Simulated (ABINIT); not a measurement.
W:

```
W
1.0
    -1.58234    1.58234    1.58234
     1.58234   -1.58234    1.58234
     1.58234    1.58234   -1.58234
W
1
Cartesian
  0.0000 0.0000 0.0000
```

Base run:

| Quantity | Value |
| --- | --- |
| Program | ABINIT 10.8.3 (patched build) |
| Functional | rPW86PBE |
| Potentials or basis | JTH PAW PBE v2.0 |
| Cutoff | 435 eV |
| k mesh | 12 × 12 × 12 |
| Occupations | fermi-dirac, width 0.05 eV |
| Spin | no spin polarisation |

Its results: band gap on the k mesh none (metal or under the smearing width); pressure 15.9 GPa.

Task: After a change of settings the same cell gave: band gap on the k mesh none (metal or under the smearing width); pressure -2.3 GPa. Which change was it?
A. functional from rPW86PBE to PBEsol; k mesh from 12 × 12 × 12 to 7 × 7 × 7
B. functional from rPW86PBE to RPBE; spin from no spin polarisation to spin-orbit coupling, no magnetisation
C. functional from rPW86PBE to RPBE
D. spin from no spin polarisation to spin-orbit coupling, no magnetisation

Result: A.

Caveats: some runs use coarse meshes; so large a pressure means that the cell lies far from this level's equilibrium, or that cutoff or potentials fall short (some runs); the potentials were made for another functional, which shifts forces and pressure (some runs); spin-orbit coupling is left out, which moves the levels of the heavy elements (some runs); the PAW data sets were made with another functional, which shifts forces and pressure a little (some runs).

Runs at the PBE level aren't shown here.
